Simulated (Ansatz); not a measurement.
Harmonic frequencies (cm⁻¹) at PBE0-D4/def2-TZVP from Ansatz: 202, 289, 323, 417, 552, 620, 670, 721, 808, 851, 999, 1133, 1390, 1440, 1651, 1704, 2372, 3184, 3290, 3595, 3703.

Each molecule was computed in one conformer, which needn't be the lowest.

Q: Which molecule is it?
A. `C=C(N)C#N`
B. `CN=C=C=N`
C. `B1[NH][AlH][SiH2]1`
D. `c1c[nH]cn1`

A: A.
